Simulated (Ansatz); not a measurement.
## Relativity in HfC

```
Hf C
1.0
     0.00000    2.32500    2.32500
     2.32500    0.00000    2.32500
     2.32500    2.32500    0.00000
Hf C
1 1
Cartesian
  2.3250 2.3250 2.3250
  0.0000 0.0000 0.0000
```

Atom numbers follow the list: Hf1, C2.

The cell is COD entry 1539502, as deposited and not checked against the literature; nothing was relaxed.

One fixed cell is solved with PBE by PAW with the default files in Ansatz 0.2.0 under different relativistic treatments. Pressure is positive in compression.

Sampling and basis: a Γ-centred 12×12×12 k mesh, Fermi–Dirac smearing of 0.05 eV, cutoff 420 eV, no spin polarisation.

| setting | P (GPa) | lowest level at Γ above −25 eV, from the valence-band top or, without a gap, the Fermi level (eV) |
| --- | --- | --- |
| scalar-relativistic | ? | -12.35 |
| with spin–orbit coupling | ? | -12.40 |

Task: What belongs in the row "scalar-relativistic", column "P (GPa)"?

Result: 0.23.

Task: What belongs in the row "with spin–orbit coupling", column "P (GPa)"?

Result: -0.39.
